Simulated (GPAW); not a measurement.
# FeO (Wuestite) (Fm-3m) in GPAW: further runs, part 3 of 3

GPAW 26.7.0. Earlier steps stand in the parts before.

**4. Equation of state, revPBE+D4, collinear spin, ferromagnetic start**

run.py reads:

```python
import spglib
from ase import Atoms
from ase.calculators.mixing import SumCalculator
from ase.eos import EquationOfState
from ase.io import Trajectory, read
from ase.units import GPa
from dftd4.ase import DFTD4
from gpaw import GPAW, PW

atoms = read('FeO.cif')
cell, positions, numbers = spglib.find_primitive(
    (atoms.cell[:], atoms.get_scaled_positions(), atoms.numbers), symprec=1e-4)
atoms = Atoms(numbers, cell=cell, scaled_positions=positions, pbc=True)
atoms.set_initial_magnetic_moments([3.0, 0.0])

traj = Trajectory('eos.traj', 'w')
volumes, energies = [], []
for x in [0.94, 0.96, 0.98, 1.0, 1.02, 1.04, 1.06]:
    a = atoms.copy()
    a.set_cell(atoms.cell * x**(1 / 3), scale_atoms=True)
    calc = GPAW(mode=PW(800),
                xc='revPBE',
                kpts={'size': (9, 9, 9), 'gamma': True},
                occupations={'name': 'fermi-dirac', 'width': 0.05},
                nbands=17,
                convergence={'density': 1e-05, 'energy': 1e-05},
                maxiter=150,
                txt=f'eos-{x:.2f}.txt')
    a.calc = SumCalculator([calc, DFTD4(method='revpbe')])
    energies.append(a.get_potential_energy())
    volumes.append(a.get_volume())
    p = -a.get_stress()[:3].mean() / GPa
    calc.write(f'eos-{x:.2f}.gpw')
    traj.write(a)
    print(f'{x:.2f} {volumes[-1]:10.4f} A^3 {energies[-1]:14.6f} eV {p:9.3f} GPa', flush=True)

v0, e0, B = EquationOfState(volumes, energies, eos='birchmurnaghan').fit()
print(f'V0 = {v0:.4f} A^3, E0 = {e0:.6f} eV, B0 = {B / GPa:.2f} GPa')
```

FeO.cif reads:

```cif
data_FeO
_cell_length_a 4.31080000
_cell_length_b 4.31080000
_cell_length_c 4.31080000
_cell_angle_alpha 90.00000000
_cell_angle_beta 90.00000000
_cell_angle_gamma 90.00000000
_space_group_name_H-M_alt 'Fm-3m'
_space_group_name_Hall '-F 4 2 3'
_space_group_IT_number 225
loop_
_space_group_symop_operation_xyz
'x,y,z'
'-x,-y,-z'
'-y,x,z'
'y,-x,-z'
'-x,-y,z'
'x,y,-z'
'y,-x,z'
'-y,x,-z'
'x,-y,-z'
'-x,y,z'
'-y,-x,-z'
'y,x,z'
'-x,y,-z'
'x,-y,z'
'y,x,-z'
'-y,-x,z'
'z,x,y'
'-z,-x,-y'
'z,-y,x'
'-z,y,-x'
'z,-x,-y'
'-z,x,y'
'z,y,-x'
'-z,-y,x'
'-z,x,-y'
'z,-x,y'
'-z,-y,-x'
'z,y,x'
'-z,-x,y'
'z,x,-y'
'-z,y,x'
'z,-y,-x'
'y,z,x'
'-y,-z,-x'
'x,z,-y'
'-x,-z,y'
'-y,z,-x'
'y,-z,x'
'-x,z,y'
'x,-z,-y'
'-y,-z,x'
'y,z,-x'
'-x,-z,-y'
'x,z,y'
'y,-z,-x'
'-y,z,x'
'x,-z,y'
'-x,z,-y'
'x,y+1/2,z+1/2'
'-x,-y+1/2,-z+1/2'
'-y,x+1/2,z+1/2'
'y,-x+1/2,-z+1/2'
[... 63 lines left out ...]
'-z+1/2,y,-x+1/2'
'z+1/2,-x,-y+1/2'
'-z+1/2,x,y+1/2'
'z+1/2,y,-x+1/2'
'-z+1/2,-y,x+1/2'
'-z+1/2,x,-y+1/2'
'z+1/2,-x,y+1/2'
'-z+1/2,-y,-x+1/2'
'z+1/2,y,x+1/2'
'-z+1/2,-x,y+1/2'
'z+1/2,x,-y+1/2'
'-z+1/2,y,x+1/2'
'z+1/2,-y,-x+1/2'
'y+1/2,z,x+1/2'
'-y+1/2,-z,-x+1/2'
'x+1/2,z,-y+1/2'
'-x+1/2,-z,y+1/2'
'-y+1/2,z,-x+1/2'
'y+1/2,-z,x+1/2'
'-x+1/2,z,y+1/2'
'x+1/2,-z,-y+1/2'
'-y+1/2,-z,x+1/2'
'y+1/2,z,-x+1/2'
'-x+1/2,-z,-y+1/2'
'x+1/2,z,y+1/2'
'y+1/2,-z,-x+1/2'
'-y+1/2,z,x+1/2'
'x+1/2,-z,y+1/2'
'-x+1/2,z,-y+1/2'
'x+1/2,y+1/2,z'
'-x+1/2,-y+1/2,-z'
'-y+1/2,x+1/2,z'
'y+1/2,-x+1/2,-z'
'-x+1/2,-y+1/2,z'
'x+1/2,y+1/2,-z'
'y+1/2,-x+1/2,z'
'-y+1/2,x+1/2,-z'
'x+1/2,-y+1/2,-z'
'-x+1/2,y+1/2,z'
'-y+1/2,-x+1/2,-z'
'y+1/2,x+1/2,z'
'-x+1/2,y+1/2,-z'
'x+1/2,-y+1/2,z'
'y+1/2,x+1/2,-z'
'-y+1/2,-x+1/2,z'
'z+1/2,x+1/2,y'
'-z+1/2,-x+1/2,-y'
'z+1/2,-y+1/2,x'
'-z+1/2,y+1/2,-x'
'z+1/2,-x+1/2,-y'
'-z+1/2,x+1/2,y'
'z+1/2,y+1/2,-x'
'-z+1/2,-y+1/2,x'
'-z+1/2,x+1/2,-y'
'z+1/2,-x+1/2,y'
'-z+1/2,-y+1/2,-x'
'z+1/2,y+1/2,x'
'-z+1/2,-x+1/2,y'
'z+1/2,x+1/2,-y'
'-z+1/2,y+1/2,x'
'z+1/2,-y+1/2,-x'
'y+1/2,z+1/2,x'
'-y+1/2,-z+1/2,-x'
'x+1/2,z+1/2,-y'
'-x+1/2,-z+1/2,y'
'-y+1/2,z+1/2,-x'
'y+1/2,-z+1/2,x'
'-x+1/2,z+1/2,y'
'x+1/2,-z+1/2,-y'
'-y+1/2,-z+1/2,x'
'y+1/2,z+1/2,-x'
'-x+1/2,-z+1/2,-y'
'x+1/2,z+1/2,y'
'y+1/2,-z+1/2,-x'
'-y+1/2,z+1/2,x'
'x+1/2,-z+1/2,y'
'-x+1/2,z+1/2,-y'
loop_
_atom_site_label
_atom_site_type_symbol
_atom_site_symmetry_multiplicity
_atom_site_Wyckoff_symbol
_atom_site_fract_x
_atom_site_fract_y
_atom_site_fract_z
_atom_site_occupancy
Fe1 Fe 4 a 0.0000000000 0.0000000000 0.0000000000 1
O1 O 4 b 0.5000000000 0.0000000000 0.0000000000 1
```

Potentials or basis: the program's PAW data sets (release 1.2.1) made for this functional, pw.

Started as:

```console
OMP_NUM_THREADS=1 python run.py
```

Standard output:

```text
__  _  _
 | _ |_)|_||  |
 |__||  | ||/\| - 26.7.0

Input parameters:
  mode=PW(ecut=800.0),
  convergence={'density': 1e-05, 'energy': 1e-05},
  kpts=MonkhorstPack(size=(9, 9, 9), gamma=True),
  maxiter=150,
  nbands=17,
  occupations=Occupations(name='fermi-dirac', width=0.05),
  xc=XC(name='revPBE')

Diagonalizing LCAO Hamiltonian
Converting LCAO to pw mode

              O

       Fe

Atoms  # Å, Bohr magnetons
|   | symbol |        x |        y |        z |    initial magnetic moments |
|---|--------|----------|----------|----------|-----------------------------|
| 0 |     Fe | 0.000000 | 0.000000 | 0.000000 | ( 0.0000,  0.0000,  3.0000) |
| 1 |      O | 2.126269 | 2.126269 | 2.126269 | ( 0.0000,  0.0000,  0.0000) |

Unit cell  # Å
| periodic |        x |        y |        z |  lengths |    angles |
|----------|----------|----------|----------|----------|-----------|
|      yes | 0.000000 | 2.126269 | 2.126269 | 3.006999 | 60.000000 |
[... 207 lines left out ...]
  Coulomb:         -28.674304
  Zero:              0.250130
  External:          0.000000
  Xc:              -19.682911
  Entropy:          -0.009581
  Spinorbit:         0.000000
  ----------------------------
  Free energy:     -15.185507
  Extrapolated:    -15.180717

dipole moment: (-10.177452, -10.177452, -10.177452)  # |e|*Ang

Total magnetic moment: (0.000000, 0.000000, 3.999809)

Local magnetic moments
|        x |        y |        z |
|----------|----------|----------|
| 0.000000 | 0.000000 | 3.551173 |  # Fe   0
| 0.000000 | 0.000000 | 0.241665 |  # O    1

Fermi level: 9.971
Eigenvalues  # (at kpt = [0.000, 0.000, 0.000])
| band index |      eig [eV] | occ [0-1] |      eig [eV] | occ [0-1] |
|------------|---------------|-----------|---------------|-----------|
|          0 |       -11.266 |     1.000 |       -10.738 |     1.000 |
|          1 |         5.889 |     1.000 |         6.450 |     1.000 |
|          2 |         5.889 |     1.000 |         6.450 |     1.000 |
|          3 |         5.889 |     1.000 |         6.450 |     1.000 |
|          4 |         6.017 |     1.000 |         9.208 |     1.000 |
|          5 |         6.017 |     1.000 |         9.208 |     1.000 |
[... 9 lines left out ...]
|         15 |        31.248 |     0.000 |        32.993 |     0.000 |
|         16 |        31.248 |     0.000 |        32.993 |     0.000 |

No gap
No difference between direct/indirect transitions

Stress tensor  # eV/Ang^3
|         x |         y |         z |
|-----------|-----------|-----------|
| -0.088168 |  0.000000 |  0.000000 |
|  0.000000 | -0.088168 | -0.000000 |
|  0.000000 | -0.000000 | -0.088168 |

# Writing to eos-0.96.gpw (mode='')
```

stdout:

```text
0.94    18.8253 A^3     -16.107122 eV    12.237 GPa
0.96    19.2258 A^3     -16.133183 eV     7.349 GPa
0.98    19.6264 A^3     -16.491057 eV   112.454 GPa
1.00    20.0269 A^3     -16.498788 eV    -3.338 GPa
1.02    20.4274 A^3     -16.487467 eV    -6.754 GPa
1.04    20.8280 A^3     -16.466766 eV    -9.849 GPa
1.06    21.2285 A^3     -16.439886 eV   -12.589 GPa
V0 = 20.4875 A^3, E0 = -16.516433 eV, B0 = 1142.86 GPa
```

Wall time 2.8 min (1 thread of Arm Neoverse V2, shared host); peak memory 0.3 GiB.

What came out:

- Equilibrium volume: 10.24 Å³/atom (rough: see the caveat)
- Bulk modulus: 1143 GPa (rough)

Energy against volume, from the lowest point:
```tsv
volume (Å³/atom)	energy (meV/atom)
9.413	196.05
9.613	182.97
9.813	3.95
10.013	0.00
10.214	5.58
10.414	15.84
10.614	29.18
```

Caveat: the energies scatter about the fit; the fit is doubtful: noisy points or a state that changes with volume.

**5. Summary**

```csv
task,level,potentials or basis,U,cutoff (eV),maxiter,convergence,data set,band path,band points,pressure (GPa),moment (μB)
single point,r2SCAN+U,"JTH PAW 2.0, PBE, pw",Fe d U = 3 eV,600,120,default,"Fe jth, O jth",-,-,-6.4,4.00
band structure,RPBE,"the program's PAW data sets (release 1.2.1) made for this functional, pw",-,800,150,-,-,"GXWKGLUWLK,UX",60,6.7,4.00
equation of state,revPBE+D4,"the program's PAW data sets (release 1.2.1) made for this functional, pw",-,800,150,-,-,-,-,-,-
```

Alike in all rows: spin collinear, ferromagnetic start; cell as given; k mesh 9 × 9 × 9; smearing fermi-dirac 0.05 eV.

Caveats: a cell with one magnetic atom can't hold antiferromagnetic order, which such compounds often take (some runs); the cutoff is short for stress and forces, so pressures can be off by a GPa or more (some runs); the program truncates these outside data sets (some runs); the PAW data sets were made with another functional, which shifts forces and pressure a little (some runs); semilocal functionals often make such compounds metallic where correlation or magnetic order opens a gap, which also shifts bond lengths (some runs); the energies scatter about the fit (some runs); the fit is doubtful: noisy points or a state that changes with volume (some runs).

Absolute energies hang on the potentials; compare differences alone.

**6. Comparison with measurements**

Step 2. The gap isn't set beside the deposited one, since this odd mesh misses points on the zone boundary.

Step 3. A measured gap of FeO is 2.4 eV (optical; quoted in “W\"ustite: Electric, thermodynamic and optical properties of FeO”, 2012, arxiv:1203.1201); the calculated 0.00 eV misses it by -2.40 eV. So large a miss can be the level of theory's own, or it may mean another phase, state or a wrong row. The value is that of RPBE, without temperature or zero-point motion. Semilocal functionals fall short of measured gaps as a rule. The run's magnetic order (collinear spin, ferromagnetic start) needn't be the measured crystal's.
